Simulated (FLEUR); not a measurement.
Cu: single point with PBE

Cu:

```
Cu
1.0
     2.53410    0.00000    0.00000
    -1.26705    2.19459    0.00000
     0.00000    0.00000    4.11257
Cu
2
Direct
  0.66971 0.35034 0.74393
  0.35459 0.66690 0.24866
```

This isn't the form of Cu at room conditions, which is fcc.

The cell isn't the ideal one: atoms moved at random, drawn with an rms of 0.05 Å.

```yaml
Program: FLEUR MaX-R8.1 (later development tree)
Task: single point
Functional: PBE
Potentials_or_basis: all-electron
Basis: FLAPW
Kmax: 4.58 1/bohr
k_mesh: 12 × 12 × 7
Occupations: fermi-dirac, width 0.05 eV
Spin: no spin polarisation
Gmax: 14.2 1/bohr
Muffin-tin_radii: Cu 2.14 bohr
lmax: Cu 9
Local_orbitals_a_species: Cu 5
Max_iterations: 60
Mixing_factor: 0.05
Mixer: Anderson
Mixer_history: 15
Density_convergence: 1e-05 me/bohr^3
```

- Largest force: 0.212 eV/Å
- Band gap on the k mesh: none (metal or under the smearing width)
- Valence electrons inside the program's atomic spheres: Cu 17.72 (radii Cu 2.14 bohr)

Forces on the atoms (eV/Å):
```
Cu   0.112 -0.062  0.169
Cu  -0.112  0.062 -0.169
```

Levels at points of the mesh, in eV from the Fermi level:
```
           k point  band 15  band 16  band 17  band 18  band 19  band 20  band 21  band 22  band 23  band 24
(0.00, 0.00, 0.00)    -2.74    -2.58    -2.41    -1.77    -1.62    -1.05     4.04    21.45    22.08    22.26
(0.00, 0.50, 0.00)    -2.74    -1.58    -1.54    -1.50    -0.06     1.72     7.78     8.23    11.05    11.51
(0.50, 0.00, 0.00)    -2.74    -1.58    -1.53    -1.50    -0.06     1.73     7.77     8.21    11.06    11.52
(0.50, 0.50, 0.00)    -2.75    -1.61    -1.55    -1.47     0.20     1.45     8.25     8.69    10.65    11.07
```

Core levels (eV from the Fermi level):
```tsv
atom	levels
1 Cu	1s1/2 -8846.9, 2s1/2 -1060.4, 2p1/2 -928.6, 2p3/2 -908.1
2 Cu	1s1/2 -8846.9, 2s1/2 -1060.4, 2p1/2 -928.6, 2p3/2 -908.1
```

Run time: 12 min on 1 thread of Arm Neoverse V1 (shared host), peak memory 0.13 GiB.
